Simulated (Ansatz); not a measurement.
Runs of Ansatz 0.2.0 on Li. The structure is cubic, space group Fm-3m (No. 225). The conventional cell has a = 4.404 Å, b = 4.404 Å, c = 4.404 Å, α = 90.00°, β = 90.00°, γ = 90.00°. Li (site symmetry m-3m) has 12 Li at 3.11 Å as nearest neighbours. This isn't the form of Li at room conditions, which is bcc.

```tsv
task	level	potentials or basis	spin	cell	k mesh	cutoff (eV)	smearing	points for each segment of the path	gap on the mesh (eV)	pressure (GPa)
projected density of states	BLYP	Ansatz PAW polarizable	off	as given	10 × 10 × 10	420	methfessel-paxton 0.1 eV	-	none	(a)
density of states	LDA	Ansatz PAW earlier set	off	as given	9 × 9 × 9	780	fermi-dirac 0.05 eV	-	none	-1.5
density of states	HSE03	PseudoDojo standard (PBE files)	off	as given	7 × 7 × 7	1007	gaussian 0.1 eV	-	none	-0.4
band structure	wPBEh	JTH PAW	off	as given	7 × 7 × 7	1170	gaussian 0.02 eV	4	none	-0.4
relaxation of cell and atoms	SVWN5	Ansatz PAW	non-collinear, ferromagnetic start	relaxed	10 × 10 × 10	420	fermi-dirac 0.15 eV	-	-	0.0
```

Question: Fill in the values left out.

Answer: (a) -0.8.

Caveats: the potentials were made for another functional, which shifts forces and pressure (some runs); the thresholds are loose for stress (some runs); the plane-wave basis is chosen anew once the cell has moved, so the energies of steps on either side of that aren't comparable (some runs); the starting moments weren't kept (some runs).

A gap of «none» marks a metal or a gap under the smearing width.
